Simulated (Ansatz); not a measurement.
Runs of Ansatz 0.2.0 on Al2O3. It takes space group Pnnm (No. 58, orthorhombic). The conventional cell has a = 4.614 Å, b = 9.563 Å, c = 3.120 Å, α = 90.00°, β = 90.00°, γ = 90.00°. Around Al (site symmetry m) lie 4 O at 1.68 to 1.82 Å. O (site symmetry 2/m) has 2 Al at 1.68 Å as nearest neighbours. Around O (site symmetry m) lie 3 Al at 1.82 Å. Measurements of this composition are mostly on another form, of space group No. 167.

```csv
task,level,cell,cutoff (eV),points for each segment of the path,gap on the mesh (eV),pressure (GPa),relaxed volume (Å³/atom),largest force (eV/Å)
band structure,LDA,as given,420,10,3.36,(b),-,0.20
band structure,PBE,as given,420,10,(c),0.0,-,0.19
relaxation of cell and atoms,PBEsol,relaxed,420,-,3.41,0.0,13.54,-
relaxation of cell and atoms,r2SCAN,relaxed,500,-,(a),0.0,13.32,0.01
```

Alike in all rows: potentials or basis Ansatz PAW; no spin polarisation; k mesh 6 × 3 × 9; smearing fermi-dirac 0.05 eV.

Problem. Estimate the missing entries.

Solution. (a) 4.12; (b) -6.5; (c) 3.52.

Caveats: the PAW data sets come from PBE, with cores solved anew for the run's functional, which leaves a small shift of forces and pressure (some runs); odd divisions of the mesh miss points on the zone boundary, where band edges often lie, so the gap on the mesh can be too wide (some runs); the plane-wave basis is chosen anew once the cell has moved, so the energies of steps on either side of that aren't comparable (some runs).

A k mesh can miss the band edges.
